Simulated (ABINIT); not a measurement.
Crystal: ZrS2.

```
Zr S
1.0
     3.69138    0.00000    0.00000
    -1.84569    3.19683    0.00000
     0.00000    0.00000    6.04108
Zr S
1 2
Direct
  0.00000 0.00000 0.00000
  0.33333 0.66667 0.23791
  0.66667 0.33333 0.76209
```

The cell is a database's computed one.

Base run:

| Item | Value |
| --- | --- |
| Program | ABINIT 10.8.3 (patched build) |
| Functional | PBEsol |
| Potentials or basis | JTH PAW PBE v2.0 |
| Cutoff | 544 eV |
| k mesh | 5 × 5 × 3 |
| Occupations | fermi-dirac, width 0.05 eV |
| Spin | no spin polarisation |

Its results: band gap on the k mesh 1.08 eV, indirect (least direct gap 1.57 eV); pressure -2.5 GPa; largest force 0.172 eV/Å.

Task: The run is repeated on the same cell with these changes: k mesh from 5 × 5 × 3 to 3 × 3 × 2. What comes out?

Result: Band gap on the k mesh 1.15 eV, indirect (least direct gap 1.52 eV); pressure -2.0 GPa; largest force 0.276 eV/Å.

Caveats: some runs use coarse meshes; the PAW data sets were made with another functional, which shifts forces and pressure a little; an odd mesh through Γ misses points on the zone boundary, where band edges often lie; this functional lacks dispersion, which binds the layers, so the pressure and a relaxed spacing across them are unreliable.
